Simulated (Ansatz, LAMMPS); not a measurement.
# Squeezing and shearing InP with crystalline order left by the classical run (76 atoms)

How stiff is InP with crystalline order left by the classical run (76 atoms)?

Main program and level: Ansatz 0.2.0; Kohn-Sham DFT, revPBE, PAW (set soft_2), plane waves.

## (1) Set-up

The cell holds 76 atoms: 38 In and 38 P. Cell: a = 12.384 Å, b = 12.384 Å, c = 12.384 Å, α = 90.0°, β = 90.0°, γ = 90.0°. 76 atoms (38 In, 38 P) placed at random at 4.84 g/cm³, melted at 2500 K for 10 ps at fixed volume with the Vashishta potential (Branicio, Rino, Gan and Tsuzuki, J. Phys.: Condens. Matter 21, 095002 (2009)). Quenched from 2500 K to 100 K at 10 K/ps and fixed volume, held 5 ps.

What the set-up can't give: The quench rate of 10 K/ps is orders of magnitude faster than experiment, which tends to freeze in extra defects. The network of bonds at the start is that of the classical potential that made the cell, and needn't be the one that DFT or experiment would give. Only the Γ point is sampled.

## (2) Single point at the start

The forces at the start show how far the geometry lies from a minimum of this functional.

input.yaml

```yaml
crystal:
  lattice:
    - [12.3838, 0.0, 0.0]
    - [0.0, 12.3838, 0.0]
    - [0.0, 0.0, 12.3838]
  atoms:
    - { symbol: In, position: [0.19395, 0.7054, 0.5627] }
    - { symbol: In, position: [0.21939, 0.00263, 0.38306] }
    - { symbol: In, position: [0.39838, 0.0217, 0.095] }
    - { symbol: In, position: [0.5639, 0.75979, 0.99275] }
    - { symbol: In, position: [0.53678, 0.47434, 0.17126] }
    - { symbol: In, position: [0.516, 0.17724, 0.3491] }
    - { symbol: In, position: [0.61118, 0.33425, 0.61445] }
    - { symbol: In, position: [0.58476, 0.04855, 0.79771] }
    - { symbol: In, position: [0.6453, 0.62295, 0.43532] }
    - { symbol: In, position: [0.09365, 0.54312, 0.3043] }
    - { symbol: In, position: [0.827, 0.65638, 0.15804] }
    - { symbol: In, position: [0.9331, 0.8049, 0.40579] }
    - { symbol: In, position: [0.14107, 0.12538, 0.93718] }
    - { symbol: In, position: [0.97652, 0.38542, 0.03451] }
    - { symbol: In, position: [0.35547, 0.44002, 0.46124] }
    - { symbol: In, position: [0.71775, 0.49846, 0.88811] }
    - { symbol: In, position: [0.67092, 0.91369, 0.25584] }
    - { symbol: In, position: [0.84799, 0.93665, 0.95842] }
    - { symbol: In, position: [0.27158, 0.5718, 0.01212] }
    - { symbol: In, position: [0.69387, 0.20471, 0.05969] }
    - { symbol: In, position: [0.46061, 0.59792, 0.72905] }
    - { symbol: In, position: [0.00676, 0.67677, 0.86074] }
    - { symbol: In, position: [0.11609, 0.83826, 0.11674] }
    - { symbol: In, position: [0.05833, 0.25527, 0.48582] }
    - { symbol: In, position: [0.42794, 0.3128, 0.90829] }
    - { symbol: In, position: [0.48243, 0.88919, 0.53738] }
    - { symbol: In, position: [0.90627, 0.51881, 0.59477] }
    - { symbol: In, position: [0.30553, 0.85445, 0.83079] }
    - { symbol: In, position: [0.16017, 0.41411, 0.75006] }
    - { symbol: In, position: [0.79787, 0.36141, 0.33558] }
    - { symbol: In, position: [0.77981, 0.06688, 0.51238] }
    - { symbol: In, position: [0.95836, 0.10342, 0.2181] }
    - { symbol: In, position: [0.87724, 0.23165, 0.77549] }
    - { symbol: In, position: [0.24618, 0.2876, 0.2002] }
    - { symbol: In, position: [0.74927, 0.78365, 0.69414] }
    - { symbol: In, position: [0.04213, 0.9728, 0.66822] }
    - { symbol: In, position: [0.3262, 0.15917, 0.64124] }
    - { symbol: In, position: [0.37681, 0.73544, 0.28046] }
    - { symbol: P, position: [0.19781, 0.60683, 0.82085] }
    - { symbol: P, position: [0.33223, 0.06125, 0.89644] }
    - { symbol: P, position: [0.1234, 0.74023, 0.36751] }
    - { symbol: P, position: [0.9456, 0.7163, 0.6652] }
    - { symbol: P, position: [0.22834, 0.8948, 0.63052] }
    - { symbol: P, position: [0.64972, 0.53338, 0.69467] }
    - { symbol: P, position: [0.41837, 0.93017, 0.34547] }
    - { symbol: P, position: [0.6768, 0.81793, 0.49652] }
    - { symbol: P, position: [0.73269, 0.39869, 0.13634] }
    - { symbol: P, position: [0.969, 0.99952, 0.46931] }
    - { symbol: P, position: [0.62479, 0.24441, 0.87006] }
    - { symbol: P, position: [0.09163, 0.44385, 0.55743] }
    - { symbol: P, position: [0.88311, 0.1295, 0.0271] }
    - { symbol: P, position: [0.57141, 0.66301, 0.24741] }
    - { symbol: P, position: [0.8053, 0.25734, 0.58372] }
    - { symbol: P, position: [0.07157, 0.15985, 0.74174] }
    - { symbol: P, position: [0.49811, 0.79293, 0.79618] }
    - { symbol: P, position: [0.70732, 0.10724, 0.3192] }
    - { symbol: P, position: [0.04276, 0.87065, 0.92558] }
    - { symbol: P, position: [0.75948, 0.68749, 0.96361] }
    - { symbol: P, position: [0.86361, 0.84651, 0.21444] }
    - { symbol: P, position: [0.99596, 0.29478, 0.28912] }
    - { symbol: P, position: [0.15143, 0.03663, 0.18202] }
    - { symbol: P, position: [0.77853, 0.97778, 0.76618] }
    - { symbol: P, position: [0.28136, 0.47973, 0.27053] }
    - { symbol: P, position: [0.30694, 0.76532, 0.08286] }
    - { symbol: P, position: [0.5939, 0.94914, 0.06502] }
    - { symbol: P, position: [0.4663, 0.50654, 0.97816] }
    - { symbol: P, position: [0.25643, 0.19104, 0.45512] }
    - { symbol: P, position: [0.38621, 0.63085, 0.53796] }
    - { symbol: P, position: [0.43434, 0.21804, 0.15771] }
    - { symbol: P, position: [0.83736, 0.55665, 0.40321] }
    - { symbol: P, position: [0.35959, 0.35186, 0.71719] }
    - { symbol: P, position: [0.01833, 0.58844, 0.11115] }
    - { symbol: P, position: [0.1718, 0.31821, 0.00408] }
    - { symbol: P, position: [0.51971, 0.08437, 0.60501] }
    - { symbol: P, position: [0.54777, 0.37063, 0.4234] }
    - { symbol: P, position: [0.90663, 0.42198, 0.84489] }
kpoints:
  mp_grid: { grid: [1, 1, 1] }
hamiltonian:
  xc: revpbe
scf:
  occupations: { method: fermi_dirac, width: 0.025 }
output:
  forces: true
```

On the command line:

```bash
$ ansatz run input.yaml --threads 4 --pin off --max-ram 8192MiB --backend cpu --events-out ev --progress --plain --runs-dir out
```

Numbers of over 12 decimals in the logs are rounded to 6 here.

What it wrote:

```text
[...]
Pseudopotentials: kind: paw
Pseudopotential: In, paw, valence charge 13, recommended cutoff 420 eV (normal), In.paw.azcp
Pseudopotential: P, paw, valence charge 5, recommended cutoff 420 eV (normal), P.paw.azcp
[...]
Crystal: 76 atoms, lattice volume = 1899.161 Å³
Basis set: ecut = 420 eV, 37193 PW (Γ), exchange–correlation on 180×180×180 points (8 copies of the dense FFT grid, shifted against one another)
Bands: 418, of which v1, the nominal top of the filled ones, is band 342 counted from 1 (341 counted from 0)
Symmetry: 1 space group operations
Space group: P1 (ITA 1), of the structure as read, at distance tolerance 1.2e-4 Å
k-points: 1
[...]
Initial density: superposition of atomic densities (neutral atoms: chi_scale 0, normalization atom), corrected by the library's trained network
Initial wavefunctions: pseudopotential atomic-orbital guess
[...]
SCF iter   1: F=—  HF=-241736.992940 eV  |F-HF|=—  |Δ(HF+E_count)|=         —  Δρ=4.47e-3  dr2=6.91e-1  ethr=1.77e-3  ⟨swp⟩=7.0  Hψ=1578  notcnv=0  defer=38
preconditioner: auto → Resta (q_TF=auto, 2.301 Å⁻¹)  ε∞=4.1  [insulator: Δε(μ)=0.063 eV  Ē_g=12.690 eV  σ=0.025 eV  W_gap=0.55  n_scr=388 (ndim 8)  ℏωp=22.3 eV  f_vac=0.000  D(μ)=32.96/eV (n_scr^D=178)  ε∞_Penn≈4.1]
[...]
SCF iter   8: F=—  HF=-241736.847029 eV  |F-HF|=—  |Δ(HF+E_count)|=   2.33e-7  Δρ=2.83e-6  dr2=5.85e-7  ethr=5.75e-10  ⟨swp⟩=3.0  Hψ=795  notcnv=0  defer=57
SCF iter   9: F=-241736.847029 eV  HF=-241736.847029 eV  |F-HF|=2.21e-9  |Δ(HF+E_count)|=   1.19e-7  Δρ=1.11e-6  dr2=4.43e-8  ethr=1.46e-11  ⟨swp⟩=4.0  Hψ=1223  notcnv=0
SCF 1 converged in 9 iterations: F = -241736.847029 eV  dr2 = 4.43e-8
[...]
SCF converged after 9 iterations
Free energy (F): -241736.847029 eV
Harris-Foulkes:  -241736.847029 eV  (|F-HF|=2.21e-9)
Internal energy: -241736.764563 eV  (E = F + TS)
E sigma→0 (E₀):  -241736.805796 eV
Entropy (-TS):   -0.082466 eV (-1.085 meV/atom)
Fermi energy:    7.278005 eV
--- Per-component energies (eV) ---
[...]
Σ components = -241736.847029   (vs F -241736.847029, Δ=0.00e0)
--- Forces (eV/Å), atoms counted from 1 ---
  atom   1  In    -0.04364195    -0.04864732    -0.19483669
  atom   2  In     0.20234896    -0.25330373    -0.37260674
  atom   3  In     0.11381270     0.07336312    -0.29333740
  atom   4  In     0.12183317    -0.10308130    -0.24494595
[...]
atom  76  P      0.05517837     0.21282262    -0.12854750
  max |Σ_I F_I| component: 6.14e-5 eV/Å
```

Run time: 19 s. Hardware: 4 threads of Arm Neoverse V1, shared host; peak memory 2.5 GiB.

In the SCF lines HF is the Harris–Foulkes energy and dr2 the Hartree energy of the density residual, in eV; the loop may stop once dr2 is under the threshold and the program's other checks hold. Hψ counts applications of the Hamiltonian.

The r.m.s. force at the start is 0.21 eV/Å.

## (3) Cell and atoms relaxed

The cell is relaxed with the atoms, since the starting lattice needn't suit this functional.

input.yaml

```yaml
crystal:
  lattice:
    - [12.3838, 0.0, 0.0]
    - [0.0, 12.3838, 0.0]
    - [0.0, 0.0, 12.3838]
  atoms:
    [... the 76 atom lines of step 2 ...]
kpoints:
  mp_grid: { grid: [1, 1, 1] }
hamiltonian:
  xc: revpbe
scf:
  occupations: { method: fermi_dirac, width: 0.025 }
output:
  forces: true
relax:
  f_tol: 0.05
  max_steps: 150
  cell: {}
```

What it wrote:

```text
[...]
Crystal: 76 atoms, lattice volume = 1899.161 Å³
Basis set: ecut = 420 eV, 37193 PW (Γ), exchange–correlation on 180×180×180 points (8 copies of the dense FFT grid, shifted against one another)
Bands: 418, of which v1, the nominal top of the filled ones, is band 342 counted from 1 (341 counted from 0)
Symmetry: 1 space group operations
[...]
k-points: 1
[...]
SCF iter   1: F=—  HF=-241736.992944 eV  |F-HF|=—  |Δ(HF+E_count)|=         —  Δρ=4.47e-3  dr2=6.91e-1  ethr=1.77e-3  ⟨swp⟩=7.0  Hψ=1578  notcnv=0  defer=38
[...]
SCF iter   9: F=-241736.847029 eV  HF=-241736.847029 eV  |F-HF|=2.24e-9  |Δ(HF+E_count)|=   1.19e-7  Δρ=1.11e-6  dr2=4.44e-8  ethr=1.46e-11  ⟨swp⟩=4.0  Hψ=1223  notcnv=0
SCF 1 converged in 9 iterations: F = -241736.847029 eV  dr2 = 4.44e-8
[...]
relax step   1: F+E_penalty+E_count = -241736.84702906 eV  Δ(F+E_penalty+E_count) = +0.000e0 eV  max|allowed force component| = 6.370e-1 eV/Å  Δτ_max = 0.0000 Å  P = +0.483 GPa  Ω = 1899.161 Å³  (9 SCF iters, dr2 threshold 1.00e-7 eV, accepted)
[... from here on, the SCF cycles and remarks between the steps are left out ...]
relax step   2: F+E_penalty+E_count = -241738.98741425 eV  Δ(F+E_penalty+E_count) = -2.140e0 eV  max|allowed force component| = 1.734e-1 eV/Å  Δτ_max = 0.0953 Å  P = -0.217 GPa  Ω = 1895.396 Å³  energy of the carried Pulay correction = +9.092e-4 eV  (6 SCF iters, dr2 threshold 7.60e-6 eV, accepted)
relax step   3: F+E_penalty+E_count = -241739.45643487 eV  Δ(F+E_penalty+E_count) = -4.690e-1 eV  max|allowed force component| = 2.506e-1 eV/Å  Δτ_max = 0.0985 Å  P = -0.131 GPa  Ω = 1893.338 Å³  energy of the carried Pulay correction = +1.407e-3 eV  (7 SCF iters, dr2 threshold 1.88e-6 eV, accepted)
relax step   4: F+E_penalty+E_count = -241742.24034917 eV  Δ(F+E_penalty+E_count) = -2.784e0 eV  max|allowed force component| = 4.038e-1 eV/Å  Δτ_max = 0.2000 Å  P = -0.020 GPa  Ω = 1905.306 Å³  energy of the carried Pulay correction = -1.480e-3 eV  (7 SCF iters, dr2 threshold 3.93e-6 eV, accepted)
relax step   5: F+E_penalty+E_count = -241748.15969886 eV  Δ(F+E_penalty+E_count) = -5.919e0 eV  max|allowed force component| = 5.690e-1 eV/Å  Δτ_max = 0.1948 Å  P = -0.120 GPa  Ω = 1947.403 Å³  energy of the carried Pulay correction = -1.149e-2 eV  (7 SCF iters, dr2 threshold 7.60e-6 eV, accepted)
relax step   6: F+E_penalty+E_count = -241755.14124769 eV  Δ(F+E_penalty+E_count) = -6.982e0 eV  max|allowed force component| = 6.242e-1 eV/Å  Δτ_max = 0.1387 Å  P = -0.485 GPa  Ω = 2003.453 Å³  energy of the carried Pulay correction = -2.449e-2 eV  (7 SCF iters, dr2 threshold 7.60e-6 eV, accepted)
relax step   7: F+E_penalty+E_count = -241761.22647086 eV  Δ(F+E_penalty+E_count) = -6.085e0 eV  max|allowed force component| = 4.402e-1 eV/Å  Δτ_max = 0.0984 Å  P = -0.163 GPa  Ω = 2003.917 Å³  energy of the carried Pulay correction = -2.459e-2 eV  (7 SCF iters, dr2 threshold 7.60e-6 eV, accepted)
relax step   8: F+E_penalty+E_count = -241766.37128073 eV  Δ(F+E_penalty+E_count) = -5.145e0 eV  max|allowed force component| = 2.236e-1 eV/Å  Δτ_max = 0.2000 Å  P = +0.422 GPa  Ω = 2006.762 Å³  energy of the carried Pulay correction = -2.524e-2 eV  (7 SCF iters, dr2 threshold 7.60e-6 eV, accepted)
relax step   9: F+E_penalty+E_count = -241767.93517976 eV  Δ(F+E_penalty+E_count) = -1.564e0 eV  max|allowed force component| = 4.720e-2 eV/Å  Δτ_max = 0.2000 Å  P = +0.139 GPa  Ω = 2026.236 Å³  energy of the carried Pulay correction = -2.966e-2 eV  (8 SCF iters, dr2 threshold 3.12e-6 eV, accepted)
relax step  10: F+E_penalty+E_count = -241765.83964786 eV  Δ(F+E_penalty+E_count) = +2.096e0 eV  max|allowed force component| = 7.275e-1 eV/Å  Δτ_max = 0.1546 Å  P = -0.418 GPa  Ω = 2051.281 Å³  energy of the carried Pulay correction = -3.528e-2 eV  (8 SCF iters, dr2 threshold 1.84e-7 eV, rejected (line search))
relax step  11: F+E_penalty+E_count = -241767.97447250 eV  Δ(F+E_penalty+E_count) = -3.929e-2 eV  max|allowed force component| = 4.454e-3 eV/Å  Δτ_max = 0.0321 Å  P = +0.008 GPa  Ω = 2030.686 Å³  energy of the carried Pulay correction = -3.067e-2 eV  (11 SCF iters, accepted)
relax step  12: F+E_penalty+E_count = -241768.43369741 eV  Δ(F+E_penalty+E_count) = -4.592e-1 eV  max|allowed force component| = 8.210e-3 eV/Å  Δτ_max = 0.0000 Å  P = +0.357 GPa  Ω = 2030.686 Å³  stress off target by 9.05e-1 GPa  SCF on the basis re-selected at this cell (its energy is not comparable with the rows above)  (8 SCF iters)
relax step  13: F+E_penalty+E_count = -241768.48810570 eV  Δ(F+E_penalty+E_count) = -5.441e-2 eV  max|allowed force component| = 3.279e-3 eV/Å  Δτ_max = 0.0061 Å  P = -0.016 GPa  Ω = 2043.588 Å³  energy of the carried Pulay correction = -3.024e-3 eV  (5 SCF iters, dr2 threshold 2.05e-6 eV, accepted)
relax step  14: F+E_penalty+E_count = -241768.48891985 eV  Δ(F+E_penalty+E_count) = -8.142e-4 eV  max|allowed force component| = 9.447e-4 eV/Å  Δτ_max = 0.0004 Å  P = -0.002 GPa  Ω = 2043.028 Å³  energy of the carried Pulay correction = -2.897e-3 eV  (6 SCF iters, dr2 threshold 1.33e-8 eV, accepted)
relax step  15: F+E_penalty+E_count = -241768.49216983 eV  Δ(F+E_penalty+E_count) = -3.250e-3 eV  max|allowed force component| = 9.840e-4 eV/Å  Δτ_max = 0.0000 Å  P = -0.003 GPa  Ω = 2043.028 Å³  stress off target by 8.16e-3 GPa  SCF on the basis re-selected at this cell (its energy is not comparable with the rows above)  (4 SCF iters)
[...]
SCF converged after 4 iterations
Free energy (F): -241768.492170 eV
[...]
Internal energy: -241768.491874 eV  (E = F + TS)
E sigma→0 (E₀):  -241768.492022 eV
Entropy (-TS):   -0.000296 eV (-0.004 meV/atom)
Fermi energy:    6.516010 eV
[...]
--- Forces (eV/Å), atoms counted from 1 ---
  atom   1  In     0.00036356     0.00079242     0.00073371
  atom   2  In     0.00045433     0.00087718     0.00060884
  atom   3  In     0.00038437     0.00079295     0.00071754
  atom   4  In     0.00037873     0.00077356     0.00076378
  atom   5  In     0.00045611     0.00094456     0.00057810
  atom   6  In     0.00039290     0.00076502     0.00079535
  atom   7  In     0.00039498     0.00084149     0.00082292
  atom   8  In     0.00049168     0.00090240     0.00060641
  atom   9  In     0.00049913     0.00093757     0.00056505
  atom  10  In     0.00038009     0.00082126     0.00068945
  atom  11  In     0.00043096     0.00081556     0.00072823
  atom  12  In     0.00041010     0.00075924     0.00075134
  atom  13  In     0.00040445     0.00080060     0.00072850
  atom  14  In     0.00045139     0.00079946     0.00079598
[...]
atom  75  P     -0.00040442    -0.00076466    -0.00074797
  atom  76  P     -0.00038735    -0.00076529    -0.00078197
  max |Σ_I F_I| component: 5.53e-6 eV/Å
--- Stress (GPa, compression-positive) ---
       -0.001558      -0.000021       0.001466
       -0.000021      -0.003542      -0.003735
        0.001466      -0.003735      -0.004827
  P = ⅓ Tr σ = -0.0033 GPa (-0.033 kbar)
--- Relaxed structure (13 steps of the walk, 12 accepted, 2 SCFs on fresh bases) ---
  F+E_penalty+E_count = -241768.49216983 eV   max|allowed force component| = 9.840e-4 eV/Å   (the final SCF, on the basis selected at the relaxed cell)
  cell:  # Å, volume = 2043.0279 Å³
    - [12.697730, 0.650813, 1.111494]
    - [0.650813, 14.689247, -0.078035]
    - [1.111494, -0.078035, 11.076861]
  atoms:
    - { symbol: In, position: [0.264373, 0.692961, 0.607720] }
    - { symbol: In, position: [0.159110, 0.035065, 0.344563] }
    - { symbol: In, position: [0.474900, 0.00875071, 0.134037] }
    - { symbol: In, position: [0.632795, 0.745593, 1.028773] }
[...]
- { symbol: P, position: [0.974631, 0.384168, 0.883832] }
```

Wall time 6.6 min (4 threads); peak memory 2.5 GiB; 25 min of CPU time.

The relaxation converged after 13 steps, with a largest force component of 9.8e-4 eV/Å.

(Continued in part 2 of 3.)

[Logs are printed without paths, hosts, clocks, repeated set-up lines and the standing remarks that a program may print on its own settings, such as how far it seeks lower states.]

[Hosts, paths, dates, database ids (printed as entryN), source tags and the programs' standing remarks are cut or masked in the printed files.]
